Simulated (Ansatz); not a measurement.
# Iridium, hcp under PBE: structure, energy and stiffness

The plan for iridium in the hcp structure: relax it, solve it on a dense k-mesh, then scale the cell to 7 volumes from 88 to 112 % of the relaxed one and try a fit of the equation of state. The start is ferromagnetic. The k-meshes are 13×13×7 for the relaxation; 22×22×12 for the dense run; 22×22×12 for the volumes.

This is Ir in the hcp structure; at room conditions it is fcc.

Program: Ansatz 0.2.0. Level of theory: DFT PBE, plane waves (420 eV) with PAW, scalar-relativistic. These are calculated values, not measurements.

### 1 Starting point

Symmetry: P6_3/mmc, No. 194, hexagonal system. Conventional cell: a = 2.715 Å, b = 2.715 Å, c = 4.433 Å, α = 90.00°, β = 90.00°, γ = 120.00°. Around Ir (site symmetry -6m2) lie 12 Ir at 2.71 Å.

Structure file:

```cif
data_structure
_symmetry_space_group_name_H-M 'P 1'
_symmetry_Int_Tables_number 1
_cell_length_a 2.7149
_cell_length_b 2.7149
_cell_length_c 4.4334
_cell_angle_alpha 90.000
_cell_angle_beta 90.000
_cell_angle_gamma 120.000
_cell_volume 28.30
loop_
_atom_site_label
_atom_site_type_symbol
_atom_site_fract_x
_atom_site_fract_y
_atom_site_fract_z
_atom_site_occupancy
Ir1 Ir 0.33333 0.66667 0.25000 1
Ir2 Ir 0.66667 0.33333 0.75000 1
```

Starting moments (μB): +1 ×2.

### 2 Geometry optimisation

input.yaml

```yaml
crystal:
  lattice:
    - [2.7148619862, 0.0, 0.0]
    - [-1.3574309931, 2.3511394478, 0.0]
    - [0.0, 0.0, 4.4333696235]
  atoms:
    - { symbol: Ir, position: [0.3333333333, 0.6666666667, 0.25], spin: 1.0 }
    - { symbol: Ir, position: [0.6666666667, 0.3333333333, 0.75], spin: 1.0 }
hamiltonian:
  xc: pbe
  pseudopotentials:
    kind: paw
    azcp:
      Ir: "pseudopotentials/Ir.paw.azcp"
basis:
  ecutwfc: 420
  fft_grid_basis: typed
kpoints:
  mp_grid: { grid: [13, 13, 7], shift: [0, 0, 0] }
magnetization:
  spin_polarized: true
scf:
  occupations: { method: fermi_dirac, width: 0.05 }
relax:
  max_steps: 60
  f_tol: 0.01
  cell: {}
```

The runs that follow: Dense single point; Equation of state: 88 %; Equation of state: 92 %; Equation of state: 96 %; Equation of state: 100 %; Equation of state: 104 %; Equation of state: 108 %; Equation of state: 112 %.

Before running it: what results should come out? Wanted: space group; conventional cell; volume; shortest distance; gap on the mesh; magnetic state; relative to fcc; V₀, B₀, B₀′.

As calculated:

| quantity | value |
| --- | --- |
| space group (spins left aside) | P6_3/mmc (No. 194) |
| conventional cell | a = 2.746 Å, c = 4.462 Å (c/a = 1.625) |
| volume | 14.571 Å³/atom |
| shortest distance | 2.737 Å |
| gap on the mesh | none (levels filled in part) |
| magnetic state | non-magnetic |
| relative to fcc | +79 meV/atom |
| V₀, B₀, B₀′ | 14.560 Å³/atom, 344 GPa, 5.1 |

The relaxation enlarged the cell by 3.0 % in volume. It lies 79 meV/atom above the element's reference form at the same level (fcc, from a run of its own). The starting moments do not survive. No gap shows: it is a metal or semimetal at this level. The fitted modulus is 344 GPa, among the stiffest elements; letting shape and positions relax at each volume could only lower it. Relaxation kept the symmetry; phonons were not checked.
